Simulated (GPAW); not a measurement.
# HfO2 (Fm-3m) in GPAW: convergence with plane-wave cutoff (eV)

Aim: find how far plane-wave cutoff (eV) must go before the results for HfO2 settle, at PBE. This setting moves, with any that are tied to it; all else stays.

Everything below comes from runs of GPAW 26.7.0. Logs are shortened: lines on timing, memory, paths and dates and some standing lists are left out, and cuts for length are marked. The log counts tension as positive stress, the text compression.

### 1 Starting point

It takes space group Fm-3m (No. 225, cubic). Conventional cell: a = 5.115 Å, b = 5.115 Å, c = 5.115 Å, α = 90.00°, β = 90.00°, γ = 90.00°. Hf (site symmetry m-3m) has 8 O at 2.21 Å as nearest neighbours. Around O (site symmetry -43m) lie 4 Hf at 2.21 Å.

Measurements of this composition are mostly on another form, of space group No. 14.

### 2 With plane-wave cutoff (eV) 300

run.py

```python
from ase.dft.bandgap import bandgap
from ase.io import read, write
from ase.units import GPa
from gpaw import GPAW, PW

atoms = read('HfO2.xyz')

calc = GPAW(mode=PW(300),
            xc='PBE',
            kpts={'size': (7, 7, 7), 'gamma': True},
            occupations={'name': 'fermi-dirac', 'width': 0.05},
            nbands=24,
            convergence={'density': 1e-05, 'energy': 1e-05},
            maxiter=100,
            txt='gpaw.txt')
atoms.calc = calc
energy = atoms.get_potential_energy()
forces = atoms.get_forces()
stress = atoms.get_stress()
calc.write('gs.gpw')
write('result.traj', atoms)
print(f'Energy: {energy:.6f} eV')
print('Forces (eV/A):')
print(forces.round(4))
print('Stress (GPa):', (stress / GPa).round(3))
print('Fermi level:', round(calc.get_fermi_level(), 4), 'eV')
print(f'Gap: {bandgap(calc)[0]:.4f} eV, direct: {bandgap(calc, direct=True)[0]:.4f} eV')
```

HfO2.xyz

```xyz
3
Lattice="0.0000000000 2.5575000000 2.5575000000 2.5575000000 0.0000000000 2.5575000000 2.5575000000 2.5575000000 0.0000000000" Properties=species:S:1:pos:R:3 pbc="T T T"
Hf     0.0000000000      0.0000000000      0.0000000000
O      3.8362500000      3.8362500000      3.8362500000
O      1.2787500000      1.2787500000      1.2787500000
```

Potentials or basis: GPAW PAW data sets (gpaw-data 1.2.1), pw.

On the command line:

```console
$ OMP_NUM_THREADS=1 python run.py
```

It took 5.1 s on 1 thread of Arm Neoverse V2, shared host; peak memory 0.13 GiB.

What came out:

```yaml
Free_energy: -14.0831 eV
Pressure: -171.7 GPa
Band_gap_on_the_k_mesh: 3.80 eV, indirect (least direct gap 4.11 eV)
```

### 3 With plane-wave cutoff (eV) 350

Edit run.py of step 2 so:

```diff
@@ -7,3 +7,3 @@
 
-calc = GPAW(mode=PW(300),
+calc = GPAW(mode=PW(350),
             xc='PBE',
```

HfO2.xyz is that of step 2.

Potentials or basis: GPAW PAW data sets (gpaw-data 1.2.1), pw.

On the command line:

```console
$ OMP_NUM_THREADS=1 python run.py
```

It took 5.4 s on 1 thread of Arm Neoverse V2, shared host; peak memory 0.13 GiB.

What came out:

```
Free energy            : -20.6828 eV
Pressure               : -112.4 GPa
Band gap on the k mesh : 3.64 eV, indirect (least direct gap 3.85 eV)
```

### 4 With plane-wave cutoff (eV) 400

Edit run.py of step 3 so:

```diff
@@ -7,3 +7,3 @@
 
-calc = GPAW(mode=PW(350),
+calc = GPAW(mode=PW(400),
             xc='PBE',
```

HfO2.xyz is that of step 3.

On the command line:

```console
$ OMP_NUM_THREADS=1 python run.py
```

Wall time 8.3 s (1 thread of Arm Neoverse V2, shared host); peak memory 0.14 GiB.

Results:

```
Free energy            : -24.3830 eV
Pressure               : -68.6 GPa
Band gap on the k mesh : 3.86 eV, indirect (least direct gap 4.04 eV)
```

### 5 With plane-wave cutoff (eV) 500

Edit run.py of step 4 so:

```diff
@@ -7,3 +7,3 @@
 
-calc = GPAW(mode=PW(400),
+calc = GPAW(mode=PW(500),
             xc='PBE',
```

HfO2.xyz is that of step 4.

On the command line:

```console
$ OMP_NUM_THREADS=1 python run.py
```

Wall time 8.1 s (1 thread of Arm Neoverse V2, shared host); peak memory 0.14 GiB.

Results:

| Property | Result |
| --- | --- |
| Free energy | -27.2734 eV |
| Pressure | -23.3 GPa |
| Band gap on the k mesh | 3.88 eV, indirect (least direct gap 4.06 eV) |

### 6 With plane-wave cutoff (eV) 600

Edit run.py of step 5 so:

```diff
@@ -7,3 +7,3 @@
 
-calc = GPAW(mode=PW(500),
+calc = GPAW(mode=PW(600),
             xc='PBE',
```

HfO2.xyz is that of step 5.

Potentials or basis: GPAW PAW data sets (gpaw-data 1.2.1), pw.

On the command line:

```console
$ OMP_NUM_THREADS=1 python run.py
```

Wall time 12 s (1 thread of Arm Neoverse V2, shared host); peak memory 0.15 GiB.

It converged, with:

```yaml
Free_energy: -27.9541 eV
Pressure: -8.2 GPa
Band_gap_on_the_k_mesh: 3.89 eV, indirect (least direct gap 4.07 eV)
```

### 7 With plane-wave cutoff (eV) 700

Edit run.py of step 6 so:

```diff
@@ -7,3 +7,3 @@
 
-calc = GPAW(mode=PW(600),
+calc = GPAW(mode=PW(700),
             xc='PBE',
```

HfO2.xyz is that of step 6.

On the command line:

```console
$ OMP_NUM_THREADS=1 python run.py
```

Wall time 14 s (1 thread of Arm Neoverse V2, shared host); peak memory 0.16 GiB.

Results (log left out):

```
Free energy            : -28.0984 eV
Pressure               : -3.8 GPa
Band gap on the k mesh : 3.89 eV, indirect (least direct gap 4.07 eV)
```

### 8 With plane-wave cutoff (eV) 800

Edit run.py of step 7 so:

```diff
@@ -7,3 +7,3 @@
 
-calc = GPAW(mode=PW(700),
+calc = GPAW(mode=PW(800),
             xc='PBE',
```

HfO2.xyz is that of step 7.

On the command line:

```console
$ OMP_NUM_THREADS=1 python run.py
```

It took 15 s on 1 thread of Arm Neoverse V2, shared host; peak memory 0.17 GiB.

It converged, with:

```yaml
Free_energy: -28.1205 eV
Pressure: -2.8 GPa
Band_gap_on_the_k_mesh: 3.89 eV, indirect (least direct gap 4.07 eV)
```

### 9 With plane-wave cutoff (eV) 1000

Edit run.py of step 8 so:

```diff
@@ -7,3 +7,3 @@
 
-calc = GPAW(mode=PW(800),
+calc = GPAW(mode=PW(1000),
             xc='PBE',
```

HfO2.xyz is that of step 8.

Potentials or basis: GPAW PAW data sets (gpaw-data 1.2.1), pw.

On the command line:

```console
$ OMP_NUM_THREADS=1 python run.py
```

Wall time 21 s (1 thread of Arm Neoverse V2, shared host); peak memory 0.19 GiB.

The run converged. Its results:

```yaml
Free_energy: -28.1228 eV
Pressure: -2.7 GPa
Band_gap_on_the_k_mesh: 3.89 eV, indirect (least direct gap 4.07 eV)
```

### 10 With plane-wave cutoff (eV) 1200

Edit run.py of step 9 so:

```diff
@@ -7,3 +7,3 @@
 
-calc = GPAW(mode=PW(1000),
+calc = GPAW(mode=PW(1200),
             xc='PBE',
```

HfO2.xyz is that of step 9.

Potentials or basis: GPAW PAW data sets (gpaw-data 1.2.1), pw.

On the command line:

```console
$ OMP_NUM_THREADS=1 python run.py
```

gpaw.txt:

```text
__  _  _
 | _ |_)|_||  |
 |__||  | ||/\| - 26.7.0

Input parameters:
  mode=PW(ecut=1200.0),
  convergence={'density': 1e-05, 'energy': 1e-05},
  kpts=MonkhorstPack(size=(7, 7, 7), gamma=True),
  maxiter=100,
  nbands=24,
  occupations=Occupations(name='fermi-dirac', width=0.05),
  xc=XC(name='PBE')

Diagonalizing LCAO Hamiltonian
Converting LCAO to pw mode

                   O

           O

       Hf

Atoms  # Å, Bohr magnetons
|   | symbol |        x |        y |        z |    initial magnetic moments |
|---|--------|----------|----------|----------|-----------------------------|
| 0 |     Hf | 0.000000 | 0.000000 | 0.000000 | ( 0.0000,  0.0000,  0.0000) |
| 1 |      O | 3.836250 | 3.836250 | 3.836250 | ( 0.0000,  0.0000,  0.0000) |
| 2 |      O | 1.278750 | 1.278750 | 1.278750 | ( 0.0000,  0.0000,  0.0000) |

Unit cell  # Å
| periodic |        x |        y |        z |  lengths |    angles |
|----------|----------|----------|----------|----------|-----------|
|      yes | 0.000000 | 2.557500 | 2.557500 | 3.616851 | 60.000000 |
|      yes | 2.557500 | 0.000000 | 2.557500 | 3.616851 | 60.000000 |
|      yes | 2.557500 | 2.557500 | 0.000000 | 3.616851 | 60.000000 |

Number of symmetries: 48
Symmetry operations  # r_c * U_cc + t_c -> r_c
|    | kind |            matrix            |
|----|------|------------------------------|
|  0 |  σ   |  1, 0, 0,  1, 0,-1,  1,-1, 0 |
|  1 |  C2  |  1, 0, 0,  1,-1, 0,  1, 0,-1 |
|  2 |  E   |  1, 0, 0,  0, 1, 0,  0, 0, 1 |
|  3 |  σ   |  1, 0, 0,  0, 0, 1,  0, 1, 0 |
|  4 |  C4  |  1, 0,-1,  1, 0, 0,  1,-1, 0 |
|  5 |  S6  |  1, 0,-1,  1,-1, 0,  1, 0, 0 |
|  6 |  σ   |  1, 0,-1,  0, 1,-1,  0, 0,-1 |
|  7 |  C3  |  1, 0,-1,  0, 0,-1,  0, 1,-1 |
|  8 |  S6  |  1,-1, 0,  1, 0, 0,  1, 0,-1 |
|  9 |  C4  |  1,-1, 0,  1, 0,-1,  1, 0, 0 |
| 10 |  C3  |  1,-1, 0,  0,-1, 1,  0,-1, 0 |
| 11 |  σ   |  1,-1, 0,  0,-1, 0,  0,-1, 1 |
| 12 |  σ   |  0, 1, 0,  1, 0, 0,  0, 0, 1 |
| 13 |  C4  |  0, 1, 0,  0, 1,-1, -1, 1, 0 |
| 14 |  C3  |  0, 1, 0,  0, 0, 1,  1, 0, 0 |
| 15 |  S6  |  0, 1, 0, -1, 1, 0,  0, 1,-1 |
[... 137 lines left out ...]
  MSR1-Mixer
  Pratt-step length: 0.05
  Maximum mixing coefficient: 0.75
  Old densities: 10
  SVD Regularization: 0.005
  Good broyden scale: 1.0
  Trust region scale: 1.0
  Backstep threshold: 4.0
  History deletion threshold: 6.0
  Fourier metric: weight=20.0, sigma=0.015

occupation numbers:
  Fermi-Dirac:
    width: 0.0500  # eV

poisson solver:
  ecut: 9600.0  # eV

xc functional:
  name: PBE with 2 nearest neighbor stencil

convergence criteria:
[... 6 lines left out ...]
|iter     | |      energy | eigst |  dens |
|---------|-|-------------|-------|-------|
|iter:   1| |  -32.228654 | +0.18 |       |
|iter:   2| |  -31.085331 | -2.09 | -0.80 |
|iter:   3| |  -28.117291 | -1.07 | -0.86 |
|iter:   4| |  -28.113497 | -2.63 | -1.45 |
|iter:   5| |  -28.124252 | -3.10 | -1.70 |
|iter:   6| |  -28.123854 | -4.95 | -2.78 |
|iter:   7| |  -28.123887 | -5.77 | -3.28 |
|iter:   8| |  -28.123891c| -7.00 | -3.76 |
|iter:   9| |  -28.123891c| -8.52c| -4.60 |
|iter:  10| |  -28.123891c| -8.59c| -5.37c|

Converged in 10 steps
Energy contributions relative to reference atoms: (reference = -413967.819878)

Energy contributions:
  Kinetic:          19.904986
  Coulomb:         -24.211989
  Zero:              0.272975
  External:          0.000000
  Xc:              -24.089863
  Entropy:          -0.000000
  Spinorbit:         0.000000
  ----------------------------
  Free energy:     -28.123891
  Extrapolated:    -28.123891

dipole moment: (-18.642551, -18.642551, -18.642551)  # |e|*Ang

Fermi level: 9.062
Eigenvalues  # (at kpt = [0.000, 0.000, 0.000])
| band index |      eig [eV] | occ [0-2] |
|------------|---------------|-----------|
|          0 |       -53.060 |     2.000 |
|        ... |               |           |
|          4 |       -10.426 |     2.000 |
|          5 |        -7.523 |     2.000 |
|          6 |         2.922 |     2.000 |
|          7 |         2.922 |     2.000 |
|          8 |         2.922 |     2.000 |
|          9 |         7.519 |     2.000 |
[... 8 lines left out ...]
|         18 |        22.101 |     0.000 |
|         19 |        22.101 |     0.000 |
|        ... |               |           |
|         23 |        32.567 |     0.000 |

Gap: 3.892 eV
Transition (v -> c):
  (s=0, k=15, n=11, [0.43, 0.43, -0.14]) -> (s=0, k=0, n=12, [0.00, 0.00, 0.00])
Direct/indirect transitions are different
Direct gap: 4.072 eV
Transition at: (s=0, k=15, n=11, [0.43, 0.43, -0.14])

Forces  # eV/Ang
|       x |       y |       z |
|---------|---------|---------|
| 0.00000 | 0.00000 | 0.00000 |  # Hf   0
| 0.00000 | 0.00000 | 0.00000 |  # O    1
| 0.00000 | 0.00000 | 0.00000 |  # O    2

Stress tensor  # eV/Ang^3
|         x |         y |         z |
|-----------|-----------|-----------|
|  0.016783 | -0.000000 | -0.000000 |
| -0.000000 |  0.016783 |  0.000000 |
| -0.000000 |  0.000000 |  0.016783 |

# Writing to gs.gpw (mode='')
```

Wall time 28 s (1 thread of Arm Neoverse V2, shared host); peak memory 0.22 GiB.

What came out:

```yaml
Free_energy: -28.1239 eV
Pressure: -2.7 GPa
Band_gap_on_the_k_mesh: 3.89 eV, indirect (least direct gap 4.07 eV)
```

### 11 Summary

```tsv
plane-wave cutoff (eV)	energy less the tightest run, at zero smearing (meV/atom)	pressure (GPa)	gap on the mesh (eV)	SCF cycles	CPU time (s)	peak memory (GiB)
300	4680.28	-171.71	3.803	10	5.1	0.13
350	2480.36	-112.41	3.639	10	5.4	0.13
400	1246.97	-68.59	3.858	10	8.3	0.14
500	283.50	-23.28	3.876	10	8.1	0.14
600	56.58	-8.25	3.892	10	12	0.15
700	8.51	-3.82	3.892	10	14	0.16
800	1.14	-2.82	3.892	10	15	0.17
1000	0.38	-2.68	3.892	10	21	0.19
1200	0.00	-2.69	3.892	10	28	0.22
```

Against the tightest run, the energy stays within 1 meV/atom from 1000 on; the pressure stays within 0.1 GPa from 1000 on; the gap on the mesh stays within 0.01 eV from 600 on. The tightest run that finished is the yardstick and may itself not be fully converged.

Caveats: spin-orbit coupling is left out, which moves the levels of the heavy elements; an odd mesh through Γ misses points on the zone boundary, where band edges often lie.
